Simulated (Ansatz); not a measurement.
Free-standing chains of the atoms of BAs, named by their start (strip: triangular double chain, ladder: square double chain); atoms and period are relaxed, and energies count from relaxed bulk BAs (F-43m, 13.68 Å³/atom, gap on the mesh 1.37 eV).

Level of theory: DFT r2SCAN, scalar-relativistic, plane waves, PAW in Ansatz.

Cutoff 500 eV, Gaussian smearing of 0.05 eV, energies at zero smearing, symmetry of each start kept, collinear spin where a moment is listed.

```json
{"start": "linear chain", "atoms": "2", "k mesh": "1×1×17", "excess energy (eV per host atom)": "1.701", "period (Å)": "3.559", "gap on the mesh (eV)": "1.07", "highest filled level or Fermi level under vacuum (eV)": "5.68", "size of the moment (μB per cell)": "0.00"}
{"start": "dimerised chain", "atoms": "2", "k mesh": "1×1×17", "excess energy (eV per host atom)": "1.701", "period (Å)": "3.559", "gap on the mesh (eV)": "1.07", "highest filled level or Fermi level under vacuum (eV)": "5.68", "size of the moment (μB per cell)": "0.00"}
{"start": "zigzag chain", "atoms": "2", "k mesh": "1×1×19", "excess energy (eV per host atom)": "1.488", "period (Å)": "3.400", "gap on the mesh (eV)": "0.34", "highest filled level or Fermi level under vacuum (eV)": "-", "size of the moment (μB per cell)": "0.00"}
{"start": "ladder chain", "atoms": "4", "k mesh": "1×1×17", "excess energy (eV per host atom)": "1.400", "period (Å)": "3.935", "gap on the mesh (eV)": "1.06", "highest filled level or Fermi level under vacuum (eV)": "-", "size of the moment (μB per cell)": "0.00"}
{"start": "strip chain", "atoms": "2", "k mesh": "1×1×32", "excess energy (eV per host atom)": "2.176", "period (Å)": "2.425", "gap on the mesh (eV)": "0", "highest filled level or Fermi level under vacuum (eV)": "-", "size of the moment (μB per cell)": "0.25"}
```

An odd mesh misses points on the zone edge, so a gap read on it can be too wide.

Each run keeps its start's symmetry and one magnetic start, so lower states can exist. Rows stand on unlike meshes and boxes, so starts that end alike can differ by a few hundredths of an eV per atom.

Cost: 5 runs of about 74 core-minutes in all, on Intel Xeon Processor @ 2.50GHz (Skylake/Cascade Lake) (shared hosts).